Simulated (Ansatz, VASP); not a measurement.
# TiClO: VASP beside Ansatz, part 2 of 2

Wanted: the spread between two codes on one cell, functional and k mesh. The cell is taken from a series of VASP runs on this material, whose earlier steps may have relaxed, scaled or displaced it; both programs get it as it stands.

VASP 6.6.1 and Ansatz 0.2.0.

So far: Starting point; VASP: zone-centre phonons, PBEsol.

### 2. VASP: zone-centre phonons, PBEsol (continued)

Level of this step: PBEsol, no spin polarisation; plane waves and PAW (Ti_sv, Cl, O) (VASP).

Numbers of over 12 decimals in the logs are rounded to 6 here.

OUTCAR, selected parts (step 2):

```text
ion  position               nearest neighbor table
   1  0.500  0.000  0.088-   5 1.99   5 1.99   6 2.06   6 2.06   3 2.39   3 2.39   2 2.90   2 2.90
                             2 2.90   2 2.90
   2  0.000  0.500  0.912-   6 1.99   6 1.99   5 2.06   5 2.06   4 2.39   4 2.39   1 2.90   1 2.90
                             1 2.90   1 2.90
   3  0.000  0.000  0.315-   1 2.39   1 2.39
   4  0.500  0.500  0.685-   2 2.39   2 2.39
   5  0.500  0.500  0.078-   1 1.99   1 1.99   2 2.06   2 2.06
   6  0.000  0.000  0.922-   2 1.99   2 1.99   1 2.06   1 2.06

  LATTYP: Found a simple orthorhombic cell.
 ALAT       =     3.2122206578
 B/A-ratio  =     1.2370748702
 C/A-ratio  =     2.4342271392

 Subroutine GETGRP returns: Found  8 space group operations
 (whereof  4 operations were pure point group operations)

The static configuration has the point symmetry C_2v.
 The point group associated with its full space group is D_2h.

 Found    144 irreducible k-points:

   k-points           NKPTS =    144   k-points in BZ     NKDIM =    144   number of bands    NBANDS=     31

   dimension x,y,z NGX =    24 NGY =   30 NGZ =   60
   dimension x,y,z NGXF=    48 NGYF=   60 NGZF=  120

   ENCUT  =  520.0 eV  38.22 Ry    6.18 a.u.   5.97  7.39 14.54*2*pi/ulx,y,z

   NELECT =      50.0000    total number of electrons

 k-points in reciprocal lattice and weights: Automatic mesh
   0.00000000  0.00000000  0.00000000       0.002
   0.10000000  0.00000000  0.00000000       0.003
   0.20000000  0.00000000  0.00000000       0.003
   0.30000000  0.00000000  0.00000000       0.003
   0.40000000  0.00000000  0.00000000       0.003
   0.50000000  0.00000000  0.00000000       0.002
   0.00000000  0.10000000  0.00000000       0.003
   0.10000000  0.10000000  0.00000000       0.007
   0.20000000  0.10000000  0.00000000       0.007
[...]
-----------------------------------------------------------------------------------
    total drift:                                0.000000     -0.000000      0.000000

 Eigenvectors and eigenvalues of the dynamical matrix
 ----------------------------------------------------

   1 f  =   17.284631 THz   108.602538 2PiTHz  576.553220 cm-1    71.483457 meV
             X         Y         Z           dx          dy          dz
      1.606110  0.000000  0.686407    -0.000000   -0.256062   -0.000000
      0.000000  1.986879  7.132868    -0.000000    0.256062    0.000000
      0.000000  0.000000  2.462153     0.000000   -0.016467   -0.000000
      1.606110  1.986879  5.357122     0.000000    0.016467    0.000000
      1.606110  1.986879  0.607241     0.000000    0.658909    0.000000
      0.000000  0.000000  7.212034     0.000000   -0.658909    0.000000

   2 f  =   15.891022 THz    99.846237 2PiTHz  530.067444 cm-1    65.719958 meV
             X         Y         Z           dx          dy          dz
      1.606110  0.000000  0.686407     0.000000    0.351426   -0.000000
      0.000000  1.986879  7.132868    -0.000000    0.351426   -0.000000
      0.000000  0.000000  2.462153    -0.000000    0.004219    0.000000
      1.606110  1.986879  5.357122    -0.000000    0.004219   -0.000000
      1.606110  1.986879  0.607241    -0.000000   -0.613581   -0.000000
      0.000000  0.000000  7.212034    -0.000000   -0.613581    0.000000

   3 f  =   14.295674 THz    89.822366 2PiTHz  476.852343 cm-1    59.122129 meV
             X         Y         Z           dx          dy          dz
      1.606110  0.000000  0.686407     0.326680   -0.000000   -0.000000
      0.000000  1.986879  7.132868     0.326680    0.000000    0.000000
      0.000000  0.000000  2.462153     0.041007    0.000000    0.000000
      1.606110  1.986879  5.357122     0.041007    0.000000   -0.000000
      1.606110  1.986879  0.607241    -0.625779    0.000000    0.000000
      0.000000  0.000000  7.212034    -0.625779    0.000000    0.000000

   4 f  =   13.877132 THz    87.192594 2PiTHz  462.891311 cm-1    57.391182 meV
             X         Y         Z           dx          dy          dz
      1.606110  0.000000  0.686407    -0.000000    0.000000   -0.382544
      0.000000  1.986879  7.132868    -0.000000   -0.000000   -0.382544
      0.000000  0.000000  2.462153    -0.000000    0.000000    0.046778
      1.606110  1.986879  5.357122    -0.000000   -0.000000    0.046778
      1.606110  1.986879  0.607241     0.000000   -0.000000    0.592850
      0.000000  0.000000  7.212034     0.000000    0.000000    0.592850

   5 f  =   13.420192 THz    84.321556 2PiTHz  447.649434 cm-1    55.501431 meV
             X         Y         Z           dx          dy          dz
      1.606110  0.000000  0.686407     0.000000    0.000000    0.080652
      0.000000  1.986879  7.132868    -0.000000    0.000000   -0.080652
      0.000000  0.000000  2.462153    -0.000000    0.000000    0.023327
      1.606110  1.986879  5.357122     0.000000   -0.000000   -0.023327
      1.606110  1.986879  0.607241     0.000000   -0.000000    0.702105
      0.000000  0.000000  7.212034    -0.000000   -0.000000   -0.702105

   6 f  =   12.770890 THz    80.241867 2PiTHz  425.991028 cm-1    52.816132 meV
             X         Y         Z           dx          dy          dz
      1.606110  0.000000  0.686407    -0.242469   -0.000000   -0.000000
      0.000000  1.986879  7.132868     0.242469    0.000000    0.000000
      0.000000  0.000000  2.462153     0.038030   -0.000000    0.000000
      1.606110  1.986879  5.357122    -0.038030   -0.000000   -0.000000
      1.606110  1.986879  0.607241    -0.663146    0.000000    0.000000
      0.000000  0.000000  7.212034     0.663146   -0.000000   -0.000000

   7 f  =   11.520295 THz    72.384151 2PiTHz  384.275692 cm-1    47.644092 meV
             X         Y         Z           dx          dy          dz
      1.606110  0.000000  0.686407    -0.000000   -0.000000    0.517956
      0.000000  1.986879  7.132868     0.000000    0.000000   -0.517956
      0.000000  0.000000  2.462153     0.000000    0.000000   -0.479399
      1.606110  1.986879  5.357122    -0.000000    0.000000    0.479399
      1.606110  1.986879  0.607241    -0.000000    0.000000   -0.043571
      0.000000  0.000000  7.212034     0.000000   -0.000000    0.043571

   8 f  =   10.495088 THz    65.942581 2PiTHz  350.078447 cm-1    43.404176 meV
             X         Y         Z           dx          dy          dz
      1.606110  0.000000  0.686407     0.000000    0.000000    0.335247
      0.000000  1.986879  7.132868    -0.000000    0.000000    0.335247
      0.000000  0.000000  2.462153    -0.000000   -0.000000   -0.565268
      1.606110  1.986879  5.357122     0.000000   -0.000000   -0.565268
      1.606110  1.986879  0.607241     0.000000   -0.000000    0.260925
      0.000000  0.000000  7.212034    -0.000000   -0.000000    0.260925

   9 f  =    6.892470 THz    43.306668 2PiTHz  229.908062 cm-1    28.504954 meV
             X         Y         Z           dx          dy          dz
      1.606110  0.000000  0.686407     0.390292   -0.000000   -0.000000
      0.000000  1.986879  7.132868     0.390292   -0.000000   -0.000000
      0.000000  0.000000  2.462153    -0.565587   -0.000000    0.000000
      1.606110  1.986879  5.357122    -0.565587    0.000000   -0.000000
      1.606110  1.986879  0.607241     0.166685    0.000000    0.000000
      0.000000  0.000000  7.212034     0.166685   -0.000000   -0.000000

  10 f  =    6.876450 THz    43.206012 2PiTHz  229.373698 cm-1    28.438701 meV
             X         Y         Z           dx          dy          dz
      1.606110  0.000000  0.686407    -0.000000    0.642481    0.000000
      0.000000  1.986879  7.132868     0.000000   -0.642481   -0.000000
      0.000000  0.000000  2.462153     0.000000   -0.164040   -0.000000
      1.606110  1.986879  5.357122    -0.000000    0.164040   -0.000000
      1.606110  1.986879  0.607241     0.000000    0.245579   -0.000000
      0.000000  0.000000  7.212034    -0.000000   -0.245579   -0.000000

  11 f  =    6.708248 THz    42.149164 2PiTHz  223.763063 cm-1    27.743072 meV
             X         Y         Z           dx          dy          dz
      1.606110  0.000000  0.686407    -0.441925   -0.000000    0.000000
      0.000000  1.986879  7.132868     0.441925    0.000000    0.000000
      0.000000  0.000000  2.462153     0.517799    0.000000    0.000000
      1.606110  1.986879  5.357122    -0.517799   -0.000000   -0.000000
      1.606110  1.986879  0.607241     0.191278   -0.000000    0.000000
      0.000000  0.000000  7.212034    -0.191278    0.000000    0.000000

  12 f  =    5.266893 THz    33.092862 2PiTHz  175.684624 cm-1    21.782107 meV
             X         Y         Z           dx          dy          dz
      1.606110  0.000000  0.686407    -0.000000   -0.000000    0.474570
      0.000000  1.986879  7.132868     0.000000   -0.000000   -0.474570
      0.000000  0.000000  2.462153    -0.000000    0.000000    0.519262
      1.606110  1.986879  5.357122     0.000000    0.000000   -0.519262
      1.606110  1.986879  0.607241    -0.000000   -0.000000   -0.071767
      0.000000  0.000000  7.212034    -0.000000   -0.000000    0.071767

  13 f  =    4.391102 THz    27.590109 2PiTHz  146.471404 cm-1    18.160131 meV
             X         Y         Z           dx          dy          dz
      1.606110  0.000000  0.686407     0.495895   -0.000000   -0.000000
      0.000000  1.986879  7.132868    -0.495895   -0.000000   -0.000000
      0.000000  0.000000  2.462153     0.480040    0.000000   -0.000000
      1.606110  1.986879  5.357122    -0.480040    0.000000   -0.000000
      1.606110  1.986879  0.607241    -0.153786   -0.000000   -0.000000
      0.000000  0.000000  7.212034     0.153786   -0.000000   -0.000000
    [... 43 further lines ...]
      1.606110  1.986879  0.607241     0.000000   -0.282320    0.000000
      0.000000  0.000000  7.212034     0.000000   -0.282320    0.000000

 ELASTIC MODULI CONTR FROM IONIC RELAXATION (kBar)
 Direction    XX          YY          ZZ          XY          YZ          ZX
 --------------------------------------------------------------------------------
 XX        -827.0993   -476.5114   -979.8328      0.0000      0.0000     -0.0000
 YY        -476.5114   -353.7771   -376.3526      0.0000      0.0000     -0.0000
 ZZ        -979.8328   -376.3526  -1630.0829      0.0000     -0.0000     -0.0000
 XY           0.0000      0.0000      0.0000      0.0000      0.0000      0.0000
 YZ           0.0000      0.0000     -0.0000      0.0000   -311.0163      0.0000
 ZX          -0.0000     -0.0000     -0.0000      0.0000      0.0000   -920.4041
 --------------------------------------------------------------------------------
```

### 3. Ansatz: zone-centre phonons, PBEsol

Ansatz runs on its default PAW (the set named soft_2) files.

The same cell, functional, mesh and smearing now go to Ansatz, which takes its cutoff from its data sets.

Contents of input.yaml:

```yaml
crystal:
  lattice:
    - [3.2122206578, 0.0, 0.0]
    - [0.0, 3.9737574534, 0.0]
    - [0.0, 0.0, 7.8192747023]
  atoms:
    - { symbol: Ti, position: [0.5, 0.0, 0.0877839639] }
    - { symbol: Ti, position: [0.0, 0.5, 0.9122160361] }
    - { symbol: Cl, position: [0.0, 0.0, 0.3148825078] }
    - { symbol: Cl, position: [0.5, 0.5, 0.6851174922] }
    - { symbol: O, position: [0.5, 0.5, 0.0776594953] }
    - { symbol: O, position: [0.0, 0.0, 0.9223405047] }
hamiltonian:
  xc: pbesol
  pseudopotentials: { kind: paw }
kpoints:
  mp_grid: { grid: [10, 10, 6] }
scf:
  occupations: { method: methfessel_paxton, width: 0.15 }
phonons:
  method: dfpt
  qpoints: [[0, 0, 0]]
```

Run with:

```bash
$ ansatz run input.yaml --threads 4 --pin off --max-ram 9216MiB --backend cpu --events-out ev --progress --plain --runs-dir out
```

The program printed:

```text
zone centre: on kpoints.mp_grid the ground state, and the responses unless they are solved on pairs of k-points, stand on 144 of the mesh's 600 k-points, reduced under 4 symmetry operations, with k and −k counted as one. Each operation leaves every solved displacement unchanged or reverses it
Engine: ansatz 0.2.0, aarch64-unknown-linux-gnu
Pseudopotentials: kind: paw
Pseudopotential: Ti, paw, valence charge 12, recommended cutoff 420 eV (normal), Ti.paw.azcp
Pseudopotential: Cl, paw, valence charge 7, recommended cutoff 420 eV (normal), Cl.paw.azcp
Pseudopotential: O, paw, valence charge 6, recommended cutoff 420 eV (normal), O.paw.azcp
Functional definition: PBEsol
  exchange = pbesol_x
  correlation = pbesol_c
Crystal: 6 atoms, lattice volume = 99.810 Å³
Basis set: ecut = 420 eV, 1981 PW (Γ), exchange–correlation on 48×60×108 points (8 copies of the dense FFT grid, shifted against one another)
Bands: 31, of which v1, the nominal top of the filled ones, is band 25 counted from 1 (24 counted from 0)
Symmetry: 8 space group operations
k-points: 144 of 600 (irreducible under 4 space group operations, time reversal used)
Non-local potential: Ti, projectors of the file, l = 0: 3, l = 1: 2, l = 2: 3, l = 3: 1
Non-local potential: Cl, projectors of the file, l = 0: 2, l = 1: 2, l = 2: 2
Non-local potential: O, projectors of the file, l = 0: 2, l = 1: 2, l = 2: 1
PAW form: soft (Blöchl's): semilocal exchange-correlation on the pseudo side does not see the compensation charge
PAW frozen core: Ti, regenerated for the run's functional, and the local potential with it (the file was generated under x = pbe(κ = 0.804, μ = 0.219515), c = pbe(β = 0.066725))
PAW frozen core: Cl, regenerated for the run's functional, and the local potential with it (the file was generated under x = pbe(κ = 0.804, μ = 0.219515), c = pbe(β = 0.066725))
PAW frozen core: O, regenerated for the run's functional, and the local potential with it (the file was generated under x = pbe(κ = 0.804, μ = 0.219515), c = pbe(β = 0.066725))
PAW one-centre angular grid: Ti, 590 points (default); XC on 64 Gauss nodes
PAW one-centre angular grid: Cl, 110 points (default); XC on 64 Gauss nodes
PAW one-centre angular grid: O, 110 points (default); XC on 64 Gauss nodes
Initial density: superposition of atomic densities (neutral atoms: chi_scale 0, normalization atom), corrected by the library's trained network
Initial wavefunctions: pseudopotential atomic-orbital guess
Functional: x = pbesol(κ = 0.804, μ = 0.123457), c = pbesol(β = 0.046)
SCF iter   1: F=—  HF=-8200.379104 eV  |F-HF|=—  |Δ(HF+E_count)|=         —  Δρ=1.13e-2  dr2=1.17e-1  ethr=1.77e-3  ⟨swp⟩=5.7  Hψ=19371  notcnv=0
preconditioner: auto → LDOS  [metal: Δε(μ)=0.010 eV  Ē_g=9.182 eV  σ=0.150 eV  W_gap=0.06  n_scr=22 (ndim 8)  ℏωp=21.7 eV  f_vac=0.157  D(μ)=2.32/eV (n_scr^D=12)  β→1.0]
SCF iter   2: F=—  HF=-8200.370445 eV  |F-HF|=—  |Δ(HF+E_count)|=   8.66e-3  S|Δr|=    0.00e0  Δρ=9.54e-3  dr2=8.17e-2  ethr=2.34e-4  ⟨swp⟩=2.0  Hψ=8840  notcnv=0  defer=88
SCF iter   3: F=—  HF=-8200.349403 eV  |F-HF|=—  |Δ(HF+E_count)|=   2.10e-2  S|Δr|=    0.00e0  Δρ=7.55e-4  dr2=7.55e-4  ethr=1.63e-4  ⟨swp⟩=2.0  Hψ=6871  notcnv=0  defer=88
SCF iter   4: F=—  HF=-8200.349331 eV  |F-HF|=—  |Δ(HF+E_count)|=   7.22e-5  S|Δr|=    0.00e0  Δρ=2.39e-4  dr2=9.15e-5  ethr=1.51e-6  ⟨swp⟩=2.0  Hψ=6449  notcnv=0  defer=88
SCF iter   5: F=—  HF=-8200.349318 eV  |F-HF|=—  |Δ(HF+E_count)|=   1.36e-5  S|Δr|=    0.00e0  Δρ=7.50e-5  dr2=4.25e-6  ethr=1.83e-7  ⟨swp⟩=2.0  Hψ=6515  notcnv=0  defer=88
SCF iter   6: F=—  HF=-8200.349320 eV  |F-HF|=—  |Δ(HF+E_count)|=   2.55e-6  S|Δr|=    0.00e0  Δρ=1.94e-5  dr2=4.77e-7  ethr=8.51e-9  ⟨swp⟩=2.1  Hψ=6887  notcnv=0  defer=88
SCF iter   7: F=—  HF=-8200.349320 eV  |F-HF|=—  |Δ(HF+E_count)|=   1.64e-7  S|Δr|=    0.00e0  Δρ=6.62e-6  dr2=2.41e-8  ethr=9.54e-10  ⟨swp⟩=2.4  Hψ=6959  notcnv=0  defer=88
SCF iter   8: F=—  HF=-8200.349320 eV  |F-HF|=—  |Δ(HF+E_count)|=   1.57e-8  S|Δr|=    0.00e0  Δρ=1.33e-6  dr2=1.09e-9  ethr=4.83e-11  ⟨swp⟩=2.4  Hψ=7187  notcnv=0  defer=88
SCF iter   9: F=—  HF=-8200.349320 eV  |F-HF|=—  |Δ(HF+E_count)|=  7.73e-10  S|Δr|=    0.00e0  Δρ=1.95e-7  dr2=1.61e-11  ethr=2.19e-12  ⟨swp⟩=2.3  Hψ=7819  notcnv=0  defer=88
SCF iter  10: F=-8200.349320 eV  HF=-8200.349320 eV  |F-HF|=5.46e-12  |Δ(HF+E_count)|=  2.00e-11  S|Δr|=    0.00e0  Δρ=3.52e-8  dr2=7.63e-13  ethr=1.00e-12  ⟨swp⟩=9.1  Hψ=21428  notcnv=0
SCF 1 converged in 10 iterations: F = -8200.349320 eV  dr2 = 7.63e-13
  greatest PAW one-centre occupation: 0.999 electrons in one spin orbital (limit 2), on the Ti atom at site 1 (counted from 0), in its partial waves of l = 0
DFPT response loops at Γ: preconditioner auto → Kerker (q_TF=auto, 2.431 Å⁻¹) (partly filled bands, converged f_vac=0.149); β = 1.00, the filter's whole step (`scf.mixing.beta` (0.50) is not read by the response loops under this deck's `scf.mixing.preconditioner`; to damp them name `kerker` or `kerker_dos`, under which they read `scf.mixing.beta`, and type it under 1.00, their step now; both keys bind the ground state too); Broyden in place of MSR1
SCF converged after 10 iterations
Stability not checked: this state was not tested for a lower state beside it, because cold or Methfessel-Paxton smearing, or corrected tetrahedra, fill the levels in a way that the test cannot read (fill_not_monotonic; see scf.lower_state_search)
Free energy (F): -8200.349320 eV
Harris-Foulkes:  -8200.349320 eV  (|F-HF|=5.46e-12)
Internal energy: -8200.351197 eV  (E = F + TS)
E sigma→0 (E₀):  -8200.349789 eV
Entropy (-TS):   0.001876 eV (0.313 meV/atom)
Fermi energy:    7.708513 eV
Step filling:    the computed levels leave a gap of 0.0105 eV = 0.1 smearing widths at the electron count; against every level under it full and every level over it empty, smearing changes F+E_penalty+E_count by -0.660 meV and its σ→0 estimate by -1.129 meV
--- Per-component energies (eV) ---
  E_band       = -526.714547
  E_kinetic    = 1219.049611
  E_local      = -5892.370090  (includes V_loc(G=0)·N_el)
  E_nonlocal   = 169.844738
  E_hartree    = 2527.996015
  E_xc         = -552.927600
  E_vxc        = -675.325744  (∫ρ·V_xc dr)
  E_paw        = -3631.504096  (= ΣΔE_a)
  E_vpaw       = -403.910412  (= ΣTr[D̂ρ^β])
  E_aug_tail   = 0.005319  (compensation charges beyond the density's cutoff)
  E_ewald      = -2040.951303
  E_core_change = 0.506209  (= ΣΔE_core)
  E_smearing   = 0.001876  (= −TS)
  E_closure    = 0.000000  (closes the sum)
  Σ components = -8200.349320   (vs F -8200.349320, Δ=0.00e0)
--- Band table (eV; the first three rows and the last of 144) ---
  k-point 0: bands = [... 21 lower, 4.3664, 4.4086, 4.9046, 7.0579, 7.2869, 8.2655, 8.3977, 8.8134, ... 2 higher]
  k-point 1: bands = [... 21 lower, 4.3837, 4.3854, 4.8848, 7.0579, 7.2903, 8.2768, 8.3969, 8.7961, ... 2 higher]
  k-point 2: bands = [... 21 lower, 4.3135, 4.4284, 4.8400, 7.0580, 7.2976, 8.3018, 8.3950, 8.7591, ... 2 higher]
  k-point 143: bands = [... 21 lower, 3.1305, 4.3074, 4.3074, 8.8373, 8.8373, 8.9207, 8.9207, 9.1818, ... 2 higher]
--- Phonons (Γ-DFPT): 9 representative perturbations + reference, on 144 of 600 k-points (Σ response iterations 31) ---
  k mesh reduced under 4 symmetry operations, with k and −k counted as one. Each operation leaves every solved displacement unchanged or reverses it
  ASR residual: 3.827e-5 → 0.000e0 eV/Å²; symmetrization residual: 3.282e-6 eV/Å²
  ASR residual per site (eV/Å²): 3.83e-5 3.83e-5 2.36e-5 2.36e-5 2.39e-5 2.39e-5
  Γ frequencies (cm⁻¹): 0.00 0.00 0.00 105.67 141.08 146.21 175.80 224.34 229.32 229.77 347.72 383.40 422.85 447.10 458.83 474.57 521.99 569.15
  non-analytic LO–TO correction: not included (Born effective charges unavailable; polar crystals: no LO–TO splitting at Γ)
--- Phonons (arbitrary-q DFPT): 1 explicit q-point ---
  q = [0, 0, 0] (of the zone-centre solve; hermiticity 4.08e-7, symmetrization 1.76e-14): -0.00 -0.00 0.00 105.67 141.08 146.21 175.80 224.34 229.32 229.77 347.72 383.40 422.85 447.10 458.83 474.57 521.99 569.15
  sum rule: each row above includes the acoustic sum rule's correction from the zone centre's row sums; it moved no ω² by more than (0.64 cm⁻¹)²
```

It took 2.1 min on 4 threads of Arm Neoverse V2, shared host; peak memory 1.7 GiB.

### 4. Differences

Known differences besides the potentials themselves: the cutoff is 420 eV in Ansatz and 520 eV in VASP; Ansatz makes its cores anew for this functional, VASP keeps those of its PBE data sets; VASP leaves aspherical gradient terms in its spheres out (LASPH is not set), Ansatz keeps them. Total energies have different zeros and are not compared.

The two programs side by side:

```csv
quantity,Ansatz,VASP,difference
optical mode 1 (cm⁻¹),105.7,105.2,+0.46 %
optical mode 2 (cm⁻¹),141.1,141.6,-0.39 %
optical mode 3 (cm⁻¹),146.2,146.5,-0.18 %
optical mode 4 (cm⁻¹),175.8,175.7,+0.07 %
optical mode 5 (cm⁻¹),224.3,223.8,+0.26 %
optical mode 6 (cm⁻¹),229.3,229.4,-0.02 %
optical mode 7 (cm⁻¹),229.8,229.9,-0.06 %
optical mode 8 (cm⁻¹),347.7,350.1,-0.67 %
optical mode 9 (cm⁻¹),383.4,384.3,-0.23 %
optical mode 10 (cm⁻¹),422.9,426.0,-0.74 %
optical mode 11 (cm⁻¹),447.1,447.6,-0.12 %
optical mode 12 (cm⁻¹),458.8,462.9,-0.88 %
optical mode 13 (cm⁻¹),474.6,476.9,-0.48 %
optical mode 14 (cm⁻¹),522.0,530.1,-1.52 %
optical mode 15 (cm⁻¹),569.1,576.6,-1.28 %
```

Modes are paired by rising frequency and degeneracy, not by their patterns, so a pair may still set unlike modes beside each other.

### 5. Summary of results

```
r.m.s. difference of the optical zone-centre modes, each program's sorted by frequency (zone-centre phonons, PBEsol) : 3.3 cm⁻¹
difference in optical mode 14 (zone-centre phonons, PBEsol)                                                          : -1.5 %
```

The r.m.s. difference of the optical zone-centre modes, each program's sorted by frequency is 3.3 cm⁻¹ (zone-centre phonons, PBEsol). Among the rows given in per cent, the largest difference of the zone-centre phonons, PBEsol pair is in optical mode 14, -1.5 %. How closely two codes agree says nothing of how well the functional describes the real material.

[Lines on the potential files, build, host, timing and source positions are cut from VASP's logs without a mark.]

[Logs are printed without paths, hosts, clocks, repeated set-up lines and the standing remarks that a program may print on its own settings, such as how far it seeks lower states.]

[Hosts, paths, dates, database ids (printed as entryN), source tags and the programs' standing remarks are cut or masked in the printed files.]
